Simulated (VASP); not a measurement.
VASP 6.6.1 run: Be₂C

INCAR

```
EDIFF = 1E-7
METAGGA = MBJ
LCHARG = .FALSE.
PREC = High
ISMEAR = -1
ISIF = 2
NBANDS = 11
NELM = 120
IVDW = 20
ENCUT = 520
IBRION = -1
LREAL = .FALSE.
LASPH = .TRUE.
SIGMA = 0.02
NSW = 0
LWAVE = .FALSE.
```

KPOINTS

```
KPOINTS created by Atomic Simulation Environment
0
Gamma
10 10 10
0 0 0
```

POSCAR

```
C  Be
 1.0000000000000000
     0.0000000000000000    2.1604856385051030    2.1604856385051030
     2.1604856385051030    0.0000000000000000    2.1604856385051030
     2.1604856385051030    2.1604856385051030   -0.0000000000000000
 C   Be
   1   2
Cartesian
 -0.0000000000000000  0.0000000000000000 -0.0000000000000000
  1.0802428192525513  1.0802428192525513  1.0802428192525513
  3.2407284577576547  3.2407284577576547  3.2407284577576547
```

The recommended PBE PAW datasets give the neutral cell 8 valence electrons.

Command

```
mpirun -np 1 vasp_std
```

Standard output (part)

```
POSCAR found type information on POSCAR C Be
 POSCAR found :  2 types and       3 ions
|     EEEEEEE  RRRRRR   RRRRRR   OOOOOOO  RRRRRR      ###     ###     ###     |
|     E        R     R  R     R  O     O  R     R     ###     ###     ###     |
|     E        R     R  R     R  O     O  R     R     ###     ###     ###     |
|     EEEEE    RRRRRR   RRRRRR   O     O  RRRRRR       #       #       #      |
|     E        R    R   R    R   O     O  R    R      ###     ###     ###     |
|     EEEEEEE  R     R  R     R  OOOOOOO  R     R     ###     ###     ###     |
|     vdw_forces_TS: ERROR unsupported xc-functional:                         |
|      please   define parameter VDW_SR for this functional                   |
|       ---->  I REFUSE TO CONTINUE WITH THIS SICK JOB ... BYE!!! <----       |
```

VASP stopped before the first electronic step.

The run took about 0.8 s on one core of a shared host (Intel Xeon Platinum 8488C).
